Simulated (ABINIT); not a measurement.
The system is ZrS2.

```
CELL_PARAMETERS angstrom
3.69138 0.00000 0.00000
-1.84569 3.19683 0.00000
0.00000 0.00000 6.04108
ATOMIC_POSITIONS crystal
Zr 0.00000 0.00000 0.00000
S 0.33333 0.66667 0.23791
S 0.66667 0.33333 0.76209
```

The cell is a database's computed one.

Base run:

| Property | Result |
| --- | --- |
| Program | ABINIT 10.8.3 (patched build) |
| Functional | LDA |
| Potentials or basis | JTH PAW LDA v2.0 |
| Cutoff | 544 eV |
| k mesh | 8 × 8 × 5 |
| Occupations | fermi-dirac, width 0.05 eV |
| Spin | no spin polarisation |

Its results: band gap on the k mesh 0.93 eV, indirect (least direct gap 1.53 eV); pressure -4.7 GPa; largest force 0.310 eV/Å.

After a change of settings the same cell gave: band gap on the k mesh 1.10 eV, indirect (least direct gap 1.46 eV); pressure -4.0 GPa; largest force 0.432 eV/Å. Which change was it?
A. k mesh from 8 × 8 × 5 to 3 × 3 × 2
B. k mesh from 8 × 8 × 5 to 10 × 10 × 6
C. functional from LDA to AM05; potentials or basis from JTH PAW LDA v2.0 to JTH PAW PBE v2.0
D. functional from LDA to PBE; potentials or basis from JTH PAW LDA v2.0 to JTH PAW PBE v2.0

A.

Caveats: some runs use coarse meshes; an odd mesh through Γ misses points on the zone boundary, where band edges often lie (some runs).
